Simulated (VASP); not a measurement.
# BaTiO3 (P4mm) in VASP: further runs, part 2 of 2

VASP 6.6.1. Earlier steps stand in the parts before.

### Step 5. Relaxation of cell and atoms, PBEsol+rVV10

INCAR

```
SYSTEM = BaTiO3
PREC = Accurate
ENCUT = 600
EDIFF = 1E-6
ISMEAR = -1
SIGMA = 0.05
LREAL = .FALSE.
LASPH = .TRUE.
NELM = 80
ALGO = Fast
ISIF = 3
LWAVE = .FALSE.
LCHARG = .FALSE.
GGA = PS
LUSE_VDW = .TRUE.
IVDW_NL = 2
BPARAM = 20.0
CPARAM = 0.0093
IBRION = 2
NSW = 60
EDIFFG = -0.01
```

KPOINTS

```
Automatic mesh
0
G
  7 7 7
  0 0 0
```

POSCAR

```
BaTiO3
1.0
    3.9998000000      0.0000000000      0.0000000000
    0.0000000000      3.9998000000      0.0000000000
    0.0000000000      0.0000000000      4.0180000000
Ba Ti O
1 1 3
Direct
    0.0000000000      0.0000000000      0.0000000000
    0.5000000000      0.5000000000      0.4900000000
    0.0000000000      0.5000000000      0.5170000000
    0.5000000000      0.0000000000      0.5170000000
    0.5000000000      0.5000000000      0.0190000000
```

Potentials or basis: VASP PAW PBE potentials, release 64 (Ba_sv, Ti_sv, O).

The run is started by

```
$ cat potpaw_PBE.64/Ba_sv/POTCAR potpaw_PBE.64/Ti_sv/POTCAR potpaw_PBE.64/O/POTCAR > POTCAR
$ mpirun -np 1 vasp_std > vasp.out
```

OUTCAR:

```text
SYSTEM = BaTiO3
   PREC = Accurate
   ENCUT = 600
   EDIFF = 1E-6
   ISMEAR = -1
   LREAL = .FALSE.
   LASPH = .TRUE.
   NELM = 80
   ISIF = 3
   GGA = PS
   IVDW_NL = 2
   BPARAM = 20.0
   IBRION = 2
   NSW = 60
   EDIFFG = -0.01

 ion  position               nearest neighbor table
   1  0.000  0.000  0.000-   3 2.79   4 2.79   3 2.79   4 2.79   5 2.83   5 2.83   5 2.83   5 2.83
                             4 2.88   3 2.88   4 2.88   3 2.88   2 3.45   2 3.45   2 3.45   2 3.45
   2  0.500  0.500  0.490-   5 1.89   4 2.00   3 2.00   4 2.00   3 2.00   5 2.13   1 3.45   1 3.45
                             1 3.45   1 3.45   1 3.49   1 3.49   1 3.49   1 3.49
   3  0.000  0.500  0.517-   2 2.00   2 2.00   1 2.79   1 2.79   1 2.88   1 2.88
   4  0.500  0.000  0.517-   2 2.00   2 2.00   1 2.79   1 2.79   1 2.88   1 2.88
   5  0.500  0.500  0.019-   2 1.89   2 2.13   1 2.83   1 2.83   1 2.83   1 2.83

  LATTYP: Found a simple tetragonal cell.
 ALAT       =     3.9998000000
 C/A-ratio  =     1.0045502275

  Lattice vectors:

 A1 = (   3.9998000000,   0.0000000000,   0.0000000000)
 A2 = (   0.0000000000,   3.9998000000,   0.0000000000)
 A3 = (   0.0000000000,   0.0000000000,   4.0180000000)

Analysis of symmetry for initial positions (statically):
=====================================================================
 Subroutine PRICEL returns:
 Original cell was already a primitive cell.

 Routine SETGRP: Setting up the symmetry group for a
 simple tetragonal supercell.

 Subroutine GETGRP returns: Found  8 space group operations
 (whereof  8 operations were pure point group operations)
 out of a pool of 16 trial point group operations.

The static configuration has the point symmetry C_4v.

[... 160 lines left out ...]
--------------------------------------- Ionic step        1  -------------------------------------------

 number of electron      39.9999999 magnetization

 Free energy of the ion-electron system (eV)
  ---------------------------------------------------
  ext. energy  EPLUGINS =         0.00000000
  ---------------------------------------------------
  free energy    TOTEN  =       -41.57898654 eV

  energy without entropy =      -41.57898653  energy(sigma->0) =      -41.57898654

------------------------ aborting loop because EDIFF is reached ----------------------------------------

  FORCE on cell =-STRESS in cart. coord.  units (eV):
  Direction    XX          YY          ZZ          XY          YZ          ZX
  --------------------------------------------------------------------------------------
  -------------------------------------------------------------------------------------
  Total       -1.2515611     -1.2515611     -0.8714079      0.0000000     -0.0000000      0.0000000
  in kB      -31.1943658    -31.1943658    -21.7192887      0.0000000     -0.0000000      0.0000000
  external PRESSURE =     -28.0360068 kB  Pullay stress =       0.0000000 kB
[... 98 lines left out ...]
  FREE ENERGIE OF THE ION-ELECTRON SYSTEM (eV)
  ---------------------------------------------------
  free  energy   TOTEN  =       -41.5907570804 eV

  energy  without entropy=      -41.5907570796  energy(sigma->0) =      -41.59075708

[... ionic steps 4 to 14 ...]

--------------------------------------- Ionic step       15  -------------------------------------------

 number of electron      39.9999991 magnetization

------------------------ aborting loop because EDIFF is reached ----------------------------------------
[... 73 lines left out ...]
--------------------------------------- Ionic step       17  -------------------------------------------

 number of electron      39.9999992 magnetization

 Free energy of the ion-electron system (eV)
  ---------------------------------------------------
  ext. energy  EPLUGINS =         0.00000000
  ---------------------------------------------------
  free energy    TOTEN  =       -41.59495589 eV

  energy without entropy =      -41.59495589  energy(sigma->0) =      -41.59495589

 E-fermi :   4.7139     XC(G=0): -11.5698

 val. band max:        3.7241188316   @ k =   0.4286   0.4286   0.4286
 cond. band min:       5.6016246038   @ k =   0.0000   0.0000   0.0000
 fundamental gap:      1.8775057721
 Fermi energy:         4.7138613607

 k-point     1 :       0.0000    0.0000    0.0000
  band No.  band energies     occupation
      1     -52.4233      2.00000
      2     -28.8228      2.00000
      3     -28.7566      2.00000
      4     -28.7566      2.00000
      5     -21.0140      2.00000
      6     -13.0882      2.00000
[... 637 lines left out ...]
     23       7.5244      0.00000
     24       8.7272      0.00000

 [... further k-points ...]

------------------------ aborting loop because EDIFF is reached ----------------------------------------

  FORCE on cell =-STRESS in cart. coord.  units (eV):
  Direction    XX          YY          ZZ          XY          YZ          ZX
  --------------------------------------------------------------------------------------
  -------------------------------------------------------------------------------------
  Total       -0.0077960     -0.0077960     -0.0134486      0.0000000      0.0000000      0.0000000
  in kB       -0.1962872     -0.1962872     -0.3386077      0.0000000      0.0000000      0.0000000
  external PRESSURE =      -0.2437274 kB  Pullay stress =       0.0000000 kB
[... 20 lines left out ...]
  FREE ENERGIE OF THE ION-ELECTRON SYSTEM (eV)
  ---------------------------------------------------
  free  energy   TOTEN  =       -41.5949558862 eV

  energy  without entropy=      -41.5949558856  energy(sigma->0) =      -41.59495589

 reached required accuracy - stopping structural energy minimisation
```

CONTCAR:

```text
BaTiO3
   1.00000000000000
     3.9647713607866835    0.0000000000000000    0.0000000000000000
     0.0000000000000000    3.9647713607866835   -0.0000000000000000
     0.0000000000000000    0.0000000000000000    4.0481450283331926
  Ba              Ti              O
     1     1     3
Direct
     0.0000000000000000    0.0000000000000000    0.9995887183168464
     0.5000000000000000    0.5000000000000000    0.4837561710605136
     0.0000000000000000    0.5000000000000000    0.5162769668607122
     0.5000000000000000    0.0000000000000000    0.5162769668607122
     0.5000000000000000    0.5000000000000000    0.0271011769012219

  0.00000000E+00  0.00000000E+00  0.00000000E+00
  0.00000000E+00  0.00000000E+00  0.00000000E+00
  0.00000000E+00  0.00000000E+00  0.00000000E+00
  0.00000000E+00  0.00000000E+00  0.00000000E+00
  0.00000000E+00  0.00000000E+00  0.00000000E+00
```

Wall time 12 min (1 thread of Intel Xeon 6975P-C (Granite Rapids), shared host); peak memory 0.38 GiB.

Results:

| Quantity | Value |
| --- | --- |
| Free energy | -41.5950 eV |
| Relaxed volume | 12.73 Å³/atom |
| Relaxed cell | a = 3.965 Å, b = 3.965 Å, c = 4.048 Å, α = 90.00°, β = 90.00°, γ = 90.00° |
| Space group after relaxing (to 0.05 Å) | P4mm (No. 99) |
| Energy gained by relaxing | 3.2 meV/atom |
| Ionic steps | 17 |
| Pressure after relaxing | 0.0 GPa |
| Band gap on the k mesh | 1.88 eV, indirect (least direct gap 2.16 eV) |

Forces on the atoms (eV/Å):
```
Ba   0.000  0.000 -0.001
Ti   0.000  0.000 -0.001
O    0.000  0.000  0.000
O    0.000  0.000  0.000
O    0.000  0.000  0.002
```

Step by step:
```tsv
step	energy change (eV)	largest force (eV/Å)	pressure (GPa)	volume (Å³)
1	0.0000	0.3148	-2.80	64.28
2	-0.0013	0.0920	3.43	62.21
3	-0.0118	0.1234	0.30	63.20
4	-0.0137	0.0734	0.20	63.29
5	-0.0147	0.0770	0.10	63.40
6	-0.0147	0.0806	0.10	63.41
7	-0.0152	0.0485	-0.06	63.50
8	-0.0154	0.0380	-0.19	63.59
9	-0.0154	0.0431	-0.23	63.62
10	-0.0157	0.0419	0.04	63.56
11	-0.0157	0.0416	0.14	63.53
12	-0.0159	0.0279	0.04	63.58
13	-0.0159	0.0242	0.04	63.59
14	-0.0159	0.0300	0.00	63.60
15	-0.0159	0.0299	0.01	63.60
16	-0.0160	0.0128	-0.02	63.62
17	-0.0160	0.0021	-0.02	63.63
```

Final structure:
```xyz
5
Lattice="3.9648 0.0000 0.0000 0.0000 3.9648 0.0000 0.0000 0.0000 4.0481" Properties=species:S:1:pos:R:3 pbc="T T T"
Ba    0.0000    0.0000    4.0465
Ti    1.9824    1.9824    1.9583
O     0.0000    1.9824    2.0900
O     1.9824    0.0000    2.0900
O     1.9824    1.9824    0.1097
```

Levels at points of the mesh, in eV from the valence-band top:
| k point | band 16 | band 17 | band 18 | band 19 | band 20 | band 21 | band 22 | band 23 | band 24 |
| --- | --- | --- | --- | --- | --- | --- | --- | --- | --- |
| (0.00, 0.00, 0.00) | -1.31 | -1.14 | -0.37 | -0.28 | -0.28 | 1.88 | 2.23 | 2.23 | 4.28 |

Caveat: the PAW data sets were made with another functional, which shifts forces and pressure a little; spin-orbit coupling is left out, which moves the levels of the heavy elements; an odd mesh through Γ misses points on the zone boundary, where band edges often lie.

### Step 6. For comparison

An earlier run on the cell as given: functional PBEsol; potentials or basis VASP PAW PBE potentials, release 64 (Ba_sv, Ti_sv, O); cutoff 520 eV; k mesh 7 × 7 × 7; occupations fermi-dirac, width 0.05 eV; no spin polarisation.

- Pressure: -2.0 GPa
- Largest force: 0.323 eV/Å
- Band gap on the k mesh: 1.82 eV, indirect (least direct gap 2.02 eV)

### Step 7. Summary

```csv
task,level,cell,cutoff (eV),smearing,ladder,gap on the mesh (eV),pressure (GPa),relaxed volume (Å³/atom),largest force (eV/Å)
relaxation of cell and atoms,PBEsol,relaxed,600,fermi-dirac 0.05 eV,-,1.88,0.0,12.79,0.01
single point,PBE,as given,520,gaussian 0.014 eV,-,1.87,4.2,-,0.27
relaxation of cell and atoms,PBEsol+D4,relaxed,600,fermi-dirac 0.05 eV,-,1.89,0.0,12.63,-
relaxation of cell and atoms,PBEsol+rVV10,relaxed,600,fermi-dirac 0.05 eV,-,1.88,0.0,12.73,-
single point,PBEsol,as given,520,fermi-dirac 0.05 eV,free,1.82,-2.0,-,0.32
```

Alike in all rows: potentials or basis VASP PAW PBE potentials, release 64 (Ba_sv, Ti_sv, O); no spin polarisation; k mesh 7 × 7 × 7.

Caveats: spin-orbit coupling is left out, which moves the levels of the heavy elements; an odd mesh through Γ misses points on the zone boundary, where band edges often lie; the PAW data sets were made with another functional, which shifts forces and pressure a little (some runs).

Total energies depend on the potentials used, so only differences within one code and one set of settings carry meaning.
